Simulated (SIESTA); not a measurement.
Input of a SIESTA 5.4.2 run:

Contents of run.py:

```python
from ase.io import read
from ase.calculators.siesta import Siesta
from ase.units import Ry, GPa
from ase.optimize import BFGS
from ase.filters import FrechetCellFilter

atoms = read("POSCAR")

fdf = {
    'SCFMustConverge': False,
    'OccupationFunction': 'FD',
    'ElectronicTemperature': '0.05 eV',
    'MaxSCFIterations': '120',
    'SCF.Mixer.Method': 'Pulay',
    'SCF.Mixer.Weight': '0.25',
    'SCF.Mixer.History': '8',
    'SCF.DM.Tolerance': '5.0e-05',
    'SCF.H.Tolerance': '1.0e-03 eV',
    'WriteForces': 'true',
    'Charge.Mulliken': 'end',
    'PAO.Basis': ['In.1 4', 'n=5 0 2', '  6.996 0.000', 'n=5 1 2', '  9.500 0.000', 'n=4 2 2', '  4.106 0.000', 'n=5 2 1', '  9.500'],
}
calc = Siesta(
    label="In",
    command="siesta < PREFIX.fdf > PREFIX.out",
    pseudo_path="pseudos",
    pseudo_qualifier="",
    xc=('GGA', 'PBE'),
    basis_set="DZP",
    mesh_cutoff=500 * Ry,
    energy_shift=0.003 * Ry,
    kpts=[9, 9, 5],
    spin="non-polarized",
    fdf_arguments=fdf,
)
atoms.calc = calc

opt = BFGS(FrechetCellFilter(atoms), trajectory="relax.traj")
converged = opt.run(fmax=0.01, steps=40)
print("converged:", converged)
print("cell (A):", atoms.cell.cellpar().round(5))
print("scaled positions:")
print(atoms.get_scaled_positions().round(6))
print(f"energy = {atoms.get_potential_energy():.6f} eV")
free = atoms.get_potential_energy(force_consistent=True)
print(f"free energy = {free:.6f} eV")
print("forces (eV/A):")
print(atoms.get_forces(apply_constraint=False).round(6))
print("stress (GPa, Voigt order, tension positive):", (atoms.get_stress() / GPa).round(4))
```

The input POSCAR:

```
In
1.0
    3.3354847820      0.0000000000      0.0000000000
   -1.6677423910      2.8886145552      0.0000000000
    0.0000000000      0.0000000000      5.5091429200
In
2
Direct
    0.6666666667      0.3333333333      0.7500000000
    0.3333333333      0.6666666667      0.2500000000
```

Potentials or basis: PseudoDojo 0.5 standard (PBE files), DZP (energy shift 0.003 Ry; two zetas on semicore shells).

Run with:

```sh
$ python run.py
```

Problem. Predict the band gap on the k mesh.

Solution. None (metal or under the smearing width).

Problem. Estimate the space group after relaxing (to 0.05 Å).

Solution. P6_3/mmc (No. 194).

Final structure:
```xyz
2
Lattice="3.3020 -0.0026 0.0000 -1.6532 2.8583 0.0000 0.0000 0.0000 5.9084" Properties=species:S:1:pos:R:3 pbc="T T T"
In    1.6496    0.9514    4.4313
In   -0.0009    1.9043    1.4771
```

Caveat: the basis of atomic orbitals isn't converged, which shifts pressures, moduli and gaps.
